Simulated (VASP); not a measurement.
Runs of VASP 6.6.1 on Os. The structure is cubic, space group Im-3m (No. 229). The conventional cell has a = 3.064 Å, b = 3.064 Å, c = 3.064 Å, α = 90.00°, β = 90.00°, γ = 90.00°. Os (site symmetry m-3m) has 8 Os at 2.65 Å as nearest neighbours. This isn't the form of Os at room conditions, which is hcp.

```csv
level,k mesh,cutoff (eV),smearing,further INCAR settings,gap on the mesh (eV),pressure (GPa)
PBEsol,20 × 20 × 20,520,gaussian 0.5 eV,ALGO = Fast; EDIFF = 1e-06,none,1.5
r2SCAN,20 × 20 × 20,520,gaussian 0.1 eV,ALGO = Normal; EDIFF = 1e-06,none,(a)
PBEsol,20 × 20 × 20,900,gaussian 0.1 eV,ALGO = Fast; EDIFF = 1e-06,none,0.2
PBEsol,20 × 20 × 20,700,gaussian 0.1 eV,ALGO = Fast; EDIFF = 1e-06,none,0.2
PBEsol,28 × 28 × 28,520,gaussian 0.1 eV,ALGO = Fast; EDIFF = 1e-06,none,-0.1
```

Alike in all rows: task single point; potentials or basis VASP PAW PBE potentials, release 64 (Os); no spin polarisation; cell as given.

Q: Fill in the values left out.

A: (a) 3.9.

Caveats: the PAW data sets were made with another functional, which shifts forces and pressure a little.

A k mesh can miss the band edges, and the runs leave out spin-orbit coupling on Os.

A gap of «none» marks a metal or a gap under the smearing width.

Not every run made on this cell is shown here.
